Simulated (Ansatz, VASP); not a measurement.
# KBr in VASP and in Ansatz

The input INCAR:

```
PREC = Accurate ; ENCUT = 520
EDIFF = 1E-6 ; ISMEAR = -1
SIGMA = 0.05 ; LREAL = False
LASPH = True ; NELM = 60
ALGO = Fast ; ISIF = 2
LWAVE = False ; LCHARG = False
GGA = PE ; IBRION = 2
NSW = 60 ; EDIFFG = -0.01
```

Contents of KPOINTS:

```
Automatic mesh
0
Gamma
  7 7 7
```

The input POSCAR:

```
KBr
1.0
    0.0000000000      3.3000000000      3.3000000000
    3.3660000000      0.0000000000      3.3000000000
    3.3660000000      3.3000000000      0.0000000000
Br K
1 1
Direct
    0.5000000000      0.5000000000      0.5000000000
    0.0000000000      0.0000000000      0.0000000000
```

File input.yaml:

```yaml
crystal:
  lattice:
    - [0.0, 3.3, 3.3]
    - [3.366, 0.0, 3.3]
    - [3.366, 3.3, 0.0]
  atoms:
    - { symbol: Br, position: [0.5, 0.5, 0.5] }
    - { symbol: K, position: [0.0, 0.0, 0.0] }
hamiltonian:
  xc: pbe
  pseudopotentials: { kind: paw }
kpoints:
  mp_grid: { grid: [7, 7, 7] }
scf:
  occupations: { method: fermi_dirac, width: 0.05 }
output:
  forces: true
  stress: true
  eigenvalues: true
relax:
  f_tol: 0.01
  max_steps: 40
```

Change from the starting cell: strain = 0.02.

Alike in both runs: task relaxation of the atoms; functional PBE; k mesh 7 × 7 × 7; occupations fermi-dirac, width 0.05 eV; no spin polarisation.

|  | VASP | Ansatz |
| --- | --- | --- |
| version | VASP 6.6.1 | Ansatz 0.2.0 |
| potentials or method | VASP PAW PBE potentials, release 64 (Br, K_sv) | Ansatz PAW |
| plane-wave cutoff (eV) | 520 | 420 |
| valence electrons in the cell | 16 | 16 |

|  | VASP | Ansatz | Ansatz less VASP |
| --- | --- | --- | --- |
| gap on the k mesh at the Fermi level, each at its own relaxed structure (eV) | 4.38 | 4.38 | 0.000 |

Caveats: the relaxation stopped at its first step, so nothing moved; an odd mesh through Γ misses points on the zone boundary, where band edges often lie (VASP); odd divisions of the mesh miss points on the zone boundary, where band edges often lie, so the gap on the mesh can be too wide (Ansatz).
